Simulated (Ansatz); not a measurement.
Rocksalt BaS, relaxed with r2SCAN: 8 runs in Ansatz, each a construction of maximally localised Wannier functions. It is cubic, Fm-3m (No. 225); a = 6.424 Å in the conventional setting, 33.13 Å³ an atom. Ba is surrounded by 6 S at 3.21 Å; S is surrounded by 6 Ba at 3.21 Å. Calculated for a static, non-magnetic cell.

```yaml
crystal:
  lattice:
    - [0.00000, 3.21180, 3.21180]
    - [3.21180, 0.00000, 3.21180]
    - [3.21180, 3.21180, 0.00000]
  atoms:
    - { symbol: Ba, position: [0.00000, 0.00000, 0.00000] }
    - { symbol: S, position: [0.50000, 0.50000, 0.50000] }
```

Windows count from the top of the filled bands; a dash means that no such window was set (without an outer window there is no disentanglement). Rows marked drawn have settings drawn at random (some not listed).

```csv
functional,SCF mesh,trial orbitals,functions,mesh,window (eV),frozen (eV),settings,Ω total (Å²),Ω invariant (Å²),largest spread (Å²),least projectability,"interpolation miss of the model's filled bands (eV, to the nearest computed level)"
PBE,6×6×6,"S s, S p",4,6×6×6,–,–,chosen,10.46,9.36,2.61,0.77,0.015
PBE,6×6×6,S p,3,4×4×4,–,–,chosen,7.21,7.16,2.40,0.92,0.062
r2SCAN,6×6×6,"S s, S p",4,4×4×4,–,–,chosen,9.75,8.68,2.44,0.75,0.061
r2SCAN,6×6×6,S p,3,4×4×4,–,–,chosen,7.00,6.96,2.33,0.93,0.054
HSE06,4×4×4,S p,3,4×4×4,–,–,chosen,6.98,6.94,2.33,0.93,–
PBE,6×6×6,S p,3,4×4×4,-8.7 to +15.2,–,drawn,3.89,3.88,1.30,0.90,–
```

Q: Estimate from these rows what the further settings give.

| functional | SCF mesh | trial orbitals | functions | mesh | window (eV) | frozen (eV) | settings |
| --- | --- | --- | --- | --- | --- | --- | --- |
| PBE | 6×6×6 | S s, S p | 4 | 4×4×4 | – | – | chosen |
| HSE06 | 4×4×4 | S s, S p | 4 | 4×4×4 | – | – | chosen |

A:
```json
{"functional": "PBE", "SCF mesh": "6×6×6", "trial orbitals": "S s, S p", "functions": "4", "mesh": "4×4×4", "window (eV)": "–", "frozen (eV)": "–", "settings": "chosen", "Ω total (Å²)": "9.69", "Ω invariant (Å²)": "8.63", "largest spread (Å²)": "2.42", "least projectability": "0.78", "interpolation miss of the model's filled bands (eV, to the nearest computed level)": "0.048"}
{"functional": "HSE06", "SCF mesh": "4×4×4", "trial orbitals": "S s, S p", "functions": "4", "mesh": "4×4×4", "window (eV)": "–", "frozen (eV)": "–", "settings": "chosen", "Ω total (Å²)": "10.26", "Ω invariant (Å²)": "9.18", "largest spread (Å²)": "2.57", "least projectability": "0.70", "interpolation miss of the model's filled bands (eV, to the nearest computed level)": "–"}
```

1 of the rows take their functions from a window without a frozen part or with a poor projection: such a subspace needn't follow the bands named, so its spread can't be set beside the others.

A dash in the last column means that the miss wasn't evaluated.

For S s, S p with PBE the spread goes 9.69 Å² (4×4×4), 10.46 Å² (6×6×6): finite differences on a coarse mesh understate it.

Spin-orbit coupling is left out.
